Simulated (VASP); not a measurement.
# AgCl in VASP: notebook

AgCl is run at these levels: PBEsol; tasks: single point.

All numbers are computed with VASP 6.6.1; they aren't measurements. Logs are shortened: lines on timing, memory, paths and dates and some standing lists are left out, and cuts for length are marked.

**Measured values to compare with.**

From a printed reference work, data compilation, for a bulk crystal of AgCl: band gap 3.249 eV (indirect).

The results are compared with them further down.

## Step 1: The cell of the first run

It takes space group I4/mmm (No. 139, tetragonal). Conventional cell: a = 3.843 Å, b = 3.843 Å, c = 5.546 Å, α = 90.00°, β = 90.00°, γ = 90.00°. Ag (site symmetry 4/mmm) has 6 Cl at 2.72 to 2.77 Å within 3.6 Å. Within 3.6 Å of Cl (site symmetry 4/mmm) lie 6 Ag at 2.72 to 2.77 Å.

## Step 2: Single point, PBEsol (equal xx and yy strain of -2 %)

INCAR reads:

```
SYSTEM = AgCl
ALGO = Normal ; EDIFF = 1E-6
ENCUT = 520 ; GGA = PS
ISIF = 2 ; ISMEAR = -1
LASPH = .TRUE. ; LCHARG = .FALSE.
LREAL = .FALSE. ; LWAVE = .FALSE.
NBANDS = 16 ; NELM = 60
PREC = Accurate ; SIGMA = 0.01
```

KPOINTS reads:

```
k-points
0
G
  9 9 9
  0 0 0
```

POSCAR reads:

```
AgCl
1.0
    0.0000000000      2.7176870000      2.7731500000
    2.7176870000      0.0000000000      2.7731500000
    2.7176870000      2.7176870000      0.0000000000
Ag Cl
1 1
Direct
    0.5000000000      0.5000000000      0.5000000000
    0.0000000000      0.0000000000      0.0000000000
```

Potentials or basis: VASP PAW PBE potentials, release 64 (Ag, Cl).

Run with:

```console
$ cat potpaw_PBE.64/Ag/POTCAR potpaw_PBE.64/Cl/POTCAR > POTCAR
$ mpirun -np 1 vasp_std > vasp.out
```

OUTCAR:

```text
SYSTEM = AgCl
   EDIFF = 1E-6
   ENCUT = 520
   GGA = PS
   ISIF = 2
   ISMEAR = -1
   LASPH = .TRUE.
   LREAL = .FALSE.
   NELM = 60
   PREC = Accurate

 ion  position               nearest neighbor table
   1  0.500  0.500  0.500-   2 2.72   2 2.72   2 2.72   2 2.72   2 2.77   2 2.77
   2  0.000  0.000  0.000-   1 2.72   1 2.72   1 2.72   1 2.72   1 2.77   1 2.77

  LATTYP: Found a body centered tetragonal cell.
 ALAT       =     3.8433898137
 C/A-ratio  =     1.4430750636

  Lattice vectors:

 A1 = (  -2.7176870000,   0.0000000000,   2.7731500000)
 A2 = (   2.7176870000,   0.0000000000,   2.7731500000)
 A3 = (   0.0000000000,   2.7176870000,  -2.7731500000)

Analysis of symmetry for initial positions (statically):
=====================================================================
 Subroutine PRICEL returns:
 Original cell was already a primitive cell.

 Routine SETGRP: Setting up the symmetry group for a
 body centered tetragonal supercell.

 Subroutine GETGRP returns: Found 16 space group operations
 (whereof 16 operations were pure point group operations)
 out of a pool of 16 trial point group operations.

The static configuration has the point symmetry D_4h.

Analysis of symmetry for dynamics (positions and initial velocities):
=====================================================================
 Subroutine PRICEL returns:
 Original cell was already a primitive cell.

 Routine SETGRP: Setting up the symmetry group for a
 body centered tetragonal supercell.

 Subroutine GETGRP returns: Found 16 space group operations
 (whereof 16 operations were pure point group operations)
 out of a pool of 16 trial point group operations.

The dynamic configuration has the point symmetry D_4h.

 Subroutine INISYM returns: Found 16 space group operations
 (whereof 16 operations are pure point group operations),
 and found     1 'primitive' translations

----------------------------------------------------------------------------------------

                                     Primitive cell

  volume of cell :      40.9640

  direct lattice vectors                    reciprocal lattice vectors
     0.000000000  2.717687000  2.773150000    -0.183979980  0.183979980  0.180300380
     2.717687000  0.000000000  2.773150000     0.183979980 -0.183979980  0.180300380
     2.717687000  2.717687000  0.000000000     0.183979980  0.183979980 -0.180300380

  length of vectors
     3.882806144  3.882806144  3.843389814     0.316552513  0.316552513  0.316552513

  position of ions in fractional coordinates (direct lattice)
[... 75 lines left out ...]
   LSORBIT =      F    spin-orbit coupling
   LASPH  =      T    aspherical Exc in radial PAW
   ENCUT  =  520.0 eV  38.22 Ry    6.18 a.u.   7.22  7.22  7.15*2*pi/ulx,y,z
   NELM   =     60;   NELMIN=  2; NELMDL= -5     # of ELM steps
   EDIFF  = 0.1E-05   stopping-criterion for ELM
   LREAL  =      F    real-space projection
   EDIFFG = 0.1E-04   stopping-criterion for IOM
   NSW    =      0    number of steps for IOM
   IBRION =     -1    ionic relax: 0-MD 1-quasi-New 2-CG
   NFREE  =      0    steps in history (QN), initial steepest desc. (CG)
   ISIF   =      2    stress and relaxation
   ISYM   =      2    0-nonsym 1-usesym 2-fastsym
   POTIM  = 0.5000    time-step for ionic-motion
   TEBEG  =    0.0;   TEEND  =   0.0 temperature during run
   PSTRESS=    0.0 pullay stress
   NELECT =      18.0000    total number of electrons
   NUPDOWN=      -1.0000    fix difference up-down
   EMIN   =  10.00;   EMAX   =-10.00  energy-range for DOS
   EFERMI =   0.00;   METHOD = LEGACY
   ISMEAR =    -1;   SIGMA  =   0.01  broadening in eV -4-tet -1-fermi 0-gaus
   EFERMI_NEDOS =   21; number of points for ismear=-14 and -15
   IALGO  =     38    algorithm
   IMIX   =      4    mixing-type and parameters
     AMIX     =   0.40;   BMIX     =  1.00
     AMIX_MAG =   1.60;   BMIX_MAG =  1.00
  volume/ion in A,a.u.               =      20.48       138.22
  Fermi-wavevector in a.u.,A,eV,Ry     =   1.244605  2.351963 21.075995  1.549042
  Thomas-Fermi vector in A             =   2.378864
   LORBIT       =      0    0 simple, 1 ext, 2 COOP (PROOUT), +10 PAW based schemes
   GGA     = PS    functional components
   LHFCALC =     F    Hartree Fock is set to
   AEXX    =    0.0000 exact exchange contribution
   IVDW    =     0    specifies the selected vdW correction
   LEPSILON=     F    determine dielectric tensor
   LRPA    =     F    only Hartree local field effects (RPA)
 non-spin polarized calculation
  energy-cutoff  :      520.00
  volume of cell :       40.96
 maximum number of plane-waves:      1115
 NGX is ok and might be reduce to    30
   NGX = 15   NGY = 15   NGZ = 15

 number of electron      18.0000004 magnetization

 Free energy of the ion-electron system (eV)
  ---------------------------------------------------
  ext. energy  EPLUGINS =         0.00000000
  ---------------------------------------------------
  free energy    TOTEN  =        -6.05883873 eV

  energy without entropy =       -6.05883873  energy(sigma->0) =       -6.05883873

 E-fermi :   4.5055     XC(G=0): -10.4275

 val. band max:        4.2520578407   @ k =   0.4444   0.0000   0.0000
 cond. band min:       4.9632573194   @ k =   0.0000   0.0000   0.0000
 fundamental gap:      0.7111994786
 Fermi energy:         4.5054973768

 k-point     1 :       0.0000    0.0000    0.0000
  band No.  band energies     occupation
      1     -11.1870      2.00000
      2       1.5498      2.00000
      3       1.6063      2.00000
      4       1.6063      2.00000
      5       1.6257      2.00000
      6       1.6324      2.00000
[... 433 lines left out ...]
      3       0.9430      2.00000
      4       0.9430      2.00000
      5       1.2031      2.00000
      6       1.8148      2.00000
[... 8 lines left out ...]
     15      19.6519      0.00000
     16      19.6520      0.00000

 [... further k-points ...]
[... 5 lines left out ...]
  --------------------------------------------------------------------------------------
  -------------------------------------------------------------------------------------
  Total       -0.1594633     -0.1594633     -0.2928046      0.0000000      0.0000000      0.0000000
  in kB       -6.2369060     -6.2369060    -11.4521287      0.0000000      0.0000000      0.0000000
  external PRESSURE =      -7.9753136 kB  Pullay stress =       0.0000000 kB

 VOLUME and BASIS-vectors are now :
 -----------------------------------------------------------------------------
  energy-cutoff  :      520.00
  volume of cell :       40.96
      direct lattice vectors                 reciprocal lattice vectors
     0.000000000  2.717687000  2.773150000    -0.183979980  0.183979980  0.180300380
     2.717687000  0.000000000  2.773150000     0.183979980 -0.183979980  0.180300380
     2.717687000  2.717687000  0.000000000     0.183979980  0.183979980 -0.180300380

 POSITION                                       TOTAL-FORCE (eV/Angst)
 -----------------------------------------------------------------------------------
      2.71769      2.71769      2.77315         0.000000      0.000000      0.000000
      0.00000      0.00000      0.00000        -0.000000     -0.000000     -0.000000
 -----------------------------------------------------------------------------------
    total drift:                                0.000000      0.000000      0.000000

  FREE ENERGIE OF THE ION-ELECTRON SYSTEM (eV)
  ---------------------------------------------------
  free  energy   TOTEN  =        -6.0588387335 eV

  energy  without entropy=       -6.0588387335  energy(sigma->0) =       -6.05883873
```

Run time: 37 s. Hardware: 1 thread of Intel Xeon Platinum 8375C at 2.90GHz (Ice Lake), shared host; peak memory 0.2 GiB.

What came out:

```
Free energy            : -6.0588 eV
Pressure               : -0.8 GPa
Band gap on the k mesh : 0.71 eV, indirect (least direct gap 3.14 eV)
```

Stress tensor (GPa, compression positive):
```
-0.62  0.00  0.00
 0.00 -0.62  0.00
 0.00  0.00 -1.15
```

Caveat: the cell differs from its parent crystal (equal xx and yy strain of -2 %); the PAW data sets were made with another functional, which shifts forces and pressure a little.

## Step 3: Single point, PBEsol (zz strain of -2 %)

INCAR reads:

```
SYSTEM = AgCl
ALGO     = Normal         ! electronic algorithm
EDIFF    = 1E-6           ! SCF threshold, eV
ENCUT    = 520            ! plane-wave cutoff, eV
GGA      = PS             ! functional
ISIF     = 2              ! what is computed and relaxed
ISMEAR   = -1             ! smearing method
LASPH    = .True.         ! aspherical terms in the spheres
LCHARG   = .False.        ! write CHGCAR
LREAL    = .False.        ! projectors in reciprocal space
LWAVE    = .False.        ! write WAVECAR
NBANDS   = 16             ! bands
NELM     = 60             ! most SCF steps
PREC     = Accurate       ! precision mode
SIGMA    = 0.01           ! smearing width, eV
```

KPOINTS reads:

```
k-points
0
Gamma
  9 9 9
  0 0 0
```

POSCAR reads:

```
AgCl
1.0
    0.0000000000      2.7731500000      2.7176870000
    2.7731500000      0.0000000000      2.7176870000
    2.7731500000      2.7731500000      0.0000000000
Ag Cl
1 1
Direct
    0.5000000000      0.5000000000      0.5000000000
    0.0000000000      0.0000000000      0.0000000000
```

Potentials or basis: VASP PAW PBE potentials, release 64 (Ag, Cl).

Run with:

```console
$ cat potpaw_PBE.64/Ag/POTCAR potpaw_PBE.64/Cl/POTCAR > POTCAR
$ mpirun -np 1 vasp_std > vasp.out
```

Run time: 36 s. Hardware: 1 thread of Intel Xeon Platinum 8375C at 2.90GHz (Ice Lake), shared host; peak memory 0.2 GiB.

It converged, with:

```
Free energy            : -6.0524 eV
Pressure               : -1.8 GPa
Band gap on the k mesh : 0.72 eV, indirect (least direct gap 3.07 eV)
```

Stress tensor (GPa, compression positive):
```
-1.94  0.00  0.00
 0.00 -1.94  0.00
 0.00  0.00 -1.55
```

Levels at points of the mesh, in eV from the valence-band top:
```csv
k point,band 6,band 7,band 8,band 9,band 10,band 11,band 12,band 13
"(0.00, 0.00, 0.00)",-2.53,-2.48,-2.41,-2.41,0.72,10.71,10.71,10.76
```

Caveat: the cell differs from its parent crystal (zz strain of -2 %); the PAW data sets were made with another functional, which shifts forces and pressure a little.

## Step 4: Single point, PBEsol (zz strain of -1 %)

INCAR reads:

```
PREC = Accurate ; ENCUT = 520
EDIFF = 1E-6 ; ISMEAR = -1
SIGMA = 0.01 ; LREAL = F
LASPH = T ; NELM = 100
ALGO = Normal ; ISIF = 2
LWAVE = F ; LCHARG = T
GGA = PS ; LELF = T
LVHAR = T ; NBANDS = 16
```

KPOINTS reads:

```
Automatic mesh
0
Gamma
  9 9 9
```

POSCAR reads:

```
AgCl
1.0
    0.0000000000      2.7731500000      2.7454185000
    2.7731500000      0.0000000000      2.7454185000
    2.7731500000      2.7731500000      0.0000000000
Ag Cl
1 1
Direct
    0.5000000000      0.5000000000      0.5000000000
    0.0000000000      0.0000000000      0.0000000000
```

Run with:

```console
$ cat potpaw_PBE.64/Ag/POTCAR potpaw_PBE.64/Cl/POTCAR > POTCAR
$ mpirun -np 1 vasp_std > vasp.out
```

Run time: 39 s. Hardware: 1 thread of Intel Xeon Platinum 8375C at 2.90GHz (Ice Lake), shared host; peak memory 0.2 GiB.

It converged, with:

```
Free energy            : -6.0477 eV
Pressure               : -2.3 GPa
Band gap on the k mesh : 0.75 eV, indirect (least direct gap 3.03 eV)
```

Stress tensor (GPa, compression positive):
```
-2.35  0.00  0.00
 0.00 -2.35  0.00
 0.00  0.00 -2.19
```

Levels at points of the mesh, in eV from the valence-band top:
```csv
k point,band 6,band 7,band 8,band 9,band 10,band 11,band 12,band 13
"(0.00, 0.00, 0.00)",-2.46,-2.38,-2.35,-2.35,0.75,10.75,10.75,10.78
```

Caveat: the cell differs from its parent crystal (zz strain of -1 %); the PAW data sets were made with another functional, which shifts forces and pressure a little. A k mesh can miss the band edges.

## Step 5: Single point, PBEsol (equal xx and yy strain of -1 %)

INCAR reads:

```
PREC = Accurate
ENCUT = 520
EDIFF = 1E-6
ISMEAR = -1
SIGMA = 0.01
LREAL = F
LASPH = T
NELM = 100
ALGO = Normal
ISIF = 2
LWAVE = F
LCHARG = F
GGA = PS
NBANDS = 16
```

KPOINTS is that of step 4.

POSCAR reads:

```
AgCl
1.0
    0.0000000000      2.7454185000      2.7731500000
    2.7454185000      0.0000000000      2.7731500000
    2.7454185000      2.7454185000      0.0000000000
Ag Cl
1 1
Direct
    0.5000000000      0.5000000000      0.5000000000
    0.0000000000      0.0000000000      0.0000000000
```

Run with:

```console
$ cat potpaw_PBE.64/Ag/POTCAR potpaw_PBE.64/Cl/POTCAR > POTCAR
$ mpirun -np 1 vasp_std > vasp.out
```

It took 37 s on 1 thread of Intel Xeon Platinum 8375C at 2.90GHz (Ice Lake), shared host; peak memory 0.2 GiB.

The run converged. Its results:

```yaml
Free_energy: -6.0529 eV
Pressure: -1.8 GPa
Band_gap_on_the_k_mesh: 0.74 eV, indirect (least direct gap 3.06 eV)
```

Stress tensor (GPa, compression positive):
```
-1.78  0.00  0.00
 0.00 -1.78  0.00
 0.00  0.00 -1.97
```

Levels at points of the mesh, in eV from the valence-band top:
| k point | band 5 | band 6 | band 7 | band 8 | band 9 | band 10 | band 11 | band 12 | band 13 | band 14 |
| --- | --- | --- | --- | --- | --- | --- | --- | --- | --- | --- |
| (0.00, 0.00, 0.00) | -2.50 | -2.50 | -2.41 | -2.41 | -2.38 | 0.74 | 10.74 | 10.76 | 10.76 | 12.07 |

Caveat: the cell differs from its parent crystal (equal xx and yy strain of -1 %); the PAW data sets were made with another functional, which shifts forces and pressure a little. A k mesh can miss the band edges.

(Part 1 of 2 ends here.)
